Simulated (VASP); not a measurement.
Input of a VASP 6.6.1 run:

The input INCAR:

```
SYSTEM = CdTe
  ALGO = Normal
  EDIFF = 1E-6
  ENCUT = 520
  ISIF = 2
  ISMEAR = 0
  LASPH = .TRUE.
  LCHARG = .FALSE.
  LMIXTAU = .TRUE.
  LREAL = .FALSE.
  LWAVE = .FALSE.
  METAGGA = R2SCAN
  NBANDS = 16
  NELM = 80
  PREC = Accurate
  SIGMA = 0.03
```

File KPOINTS:

```
k-points
0
G
  8 8 8
  0 0 0
```

Contents of POSCAR:

```
CdTe                                    
1.0
    0.0000000000      3.3111409341      3.3111409341
    3.3111409341      0.0000000000      3.3111409341
    3.3111409341      3.3111409341      0.0000000000
  Cd              Te            
     1     1
Direct
     0.0000000000000000    0.0000000000000000    0.0000000000000000
     0.2500000000000000    0.2500000000000000    0.2500000000000000
```

The input KPOINTS_OPT:

```
explicit points
159
Reciprocal
 0.0000000000  0.0000000000  0.0000000000 1
 0.0357142857  0.0000000000  0.0357142857 1
 0.0714285714  0.0000000000  0.0714285714 1
 0.1071428571  0.0000000000  0.1071428571 1
 0.1428571429  0.0000000000  0.1428571429 1
 0.1785714286  0.0000000000  0.1785714286 1
[... 151 lines left out ...]
 0.4250000000  0.0000000000  0.4250000000 1
 0.4500000000  0.0000000000  0.4500000000 1
```

Potentials or basis: VASP PAW PBE potentials, release 64 (Cd, Te).

Launch:

```console
$ cat potpaw_PBE.64/Cd/POTCAR potpaw_PBE.64/Te/POTCAR > POTCAR
$ mpirun -np 1 vasp_std > vasp.out
```

Q: What does it give for the band gap on the k mesh?

A: 1.06 eV, direct.

Q: Estimate the band gap along the path.

A: 1.06 eV, direct.

Q: Predict the pressure.

A: -1.0 GPa.

Levels at the corners of the path, in eV from the valence-band top:
| point | band 5 | band 6 | band 7 | band 8 | band 9 | band 10 | band 11 | band 12 | band 13 | band 14 |
| --- | --- | --- | --- | --- | --- | --- | --- | --- | --- | --- |
| Γ | -8.13 | -8.13 | 0.00 | 0.00 | 0.00 | 1.06 | 5.07 | 5.07 | 5.07 | 7.81 |
| X | -8.10 | -7.67 | -4.04 | -1.70 | -1.70 | 2.98 | 3.01 | 9.09 | 9.48 | 9.48 |
| X | -8.10 | -7.67 | -4.04 | -1.70 | -1.70 | 2.98 | 3.01 | 9.09 | 9.48 | 9.48 |
| W | -8.12 | -7.61 | -3.91 | -2.14 | -1.98 | 4.44 | 4.95 | 6.01 | 6.71 | 9.98 |
| W | -8.12 | -7.61 | -3.91 | -2.14 | -1.98 | 4.44 | 4.95 | 6.01 | 6.71 | 9.98 |
| K | -8.11 | -7.64 | -3.93 | -2.33 | -1.40 | 3.24 | 4.78 | 7.70 | 7.84 | 8.13 |
| K | -8.11 | -7.64 | -3.93 | -2.33 | -1.40 | 3.24 | 4.78 | 7.70 | 7.84 | 8.13 |
| Γ | -8.13 | -8.13 | 0.00 | 0.00 | 0.00 | 1.06 | 5.07 | 5.07 | 5.07 | 7.81 |
| Γ | -8.13 | -8.13 | 0.00 | 0.00 | 0.00 | 1.06 | 5.07 | 5.07 | 5.07 | 7.81 |
| L | -8.12 | -7.80 | -4.13 | -0.70 | -0.70 | 2.16 | 5.61 | 5.61 | 7.34 | 8.98 |
| L | -8.12 | -7.80 | -4.13 | -0.70 | -0.70 | 2.16 | 5.61 | 5.61 | 7.34 | 8.98 |
| U | -8.11 | -7.64 | -3.93 | -2.33 | -1.40 | 3.24 | 4.78 | 7.70 | 7.84 | 8.13 |
| U | -8.11 | -7.64 | -3.93 | -2.33 | -1.40 | 3.24 | 4.78 | 7.70 | 7.84 | 8.13 |
| W | -8.12 | -7.61 | -3.91 | -2.14 | -1.98 | 4.44 | 4.95 | 6.01 | 6.71 | 9.98 |
| W | -8.12 | -7.61 | -3.91 | -2.14 | -1.98 | 4.44 | 4.95 | 6.01 | 6.71 | 9.98 |
| L | -8.12 | -7.80 | -4.13 | -0.70 | -0.70 | 2.16 | 5.61 | 5.61 | 7.34 | 8.98 |
| L | -8.12 | -7.80 | -4.13 | -0.70 | -0.70 | 2.16 | 5.61 | 5.61 | 7.34 | 8.98 |
| K | -8.11 | -7.64 | -3.93 | -2.33 | -1.40 | 3.24 | 4.78 | 7.70 | 7.84 | 8.13 |
| U | -8.11 | -7.64 | -3.93 | -2.33 | -1.40 | 3.24 | 4.78 | 7.70 | 7.84 | 8.13 |
| X | -8.10 | -7.67 | -4.04 | -1.70 | -1.70 | 2.98 | 3.01 | 9.09 | 9.48 | 9.48 |

Caveat: the PAW data sets were made with another functional, which shifts forces and pressure a little; spin-orbit coupling is left out, which moves the levels of the heavy elements.

**Experimental background.**

A printed reference work, data compilation reports, for a bulk crystal of CdTe at 0 K: band gap 1.607 eV.

Measured gap of CdTe: 1.607 eV (0 K; a printed reference work, data compilation). This calculation gives 1.06 eV (-0.54 eV). Spin-orbit coupling on Cd, Te is left out. The value is that of r2SCAN, without temperature or zero-point motion.
